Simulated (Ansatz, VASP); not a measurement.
# One calculation of Y, two programs

```
Y
1.0
    -1.77782    1.77782    1.77782
     1.77782   -1.77782    1.77782
     1.77782    1.77782   -1.77782
Y
1
Direct
  0.00000 0.00000 0.00000
```

Change from the starting cell: volume scaled by 0.68, PAW files.

Alike in both runs: task single point; functional PBE; k mesh 13 × 13 × 13; occupations fermi-dirac, width 0.08 eV; no spin polarisation.

```csv
,VASP,Ansatz
version,VASP 6.6.1,Ansatz 0.2.0
potentials or method,"VASP PAW PBE potentials, release 64 (Y_sv)","PAW with Ansatz's default frozen-core files, scalar-relativistic"
plane-wave cutoff (eV),520,420
valence electrons in the cell,11,11
```

```csv
,VASP,Ansatz,Ansatz less VASP
pressure (GPa),25.7,26.0,+0.30
```

With one functional, cell and mesh, what is left measures potentials, basis and numerics.

Caveats: so large a pressure means that the cell lies far from this level's equilibrium, or that cutoff or potentials fall short (VASP).
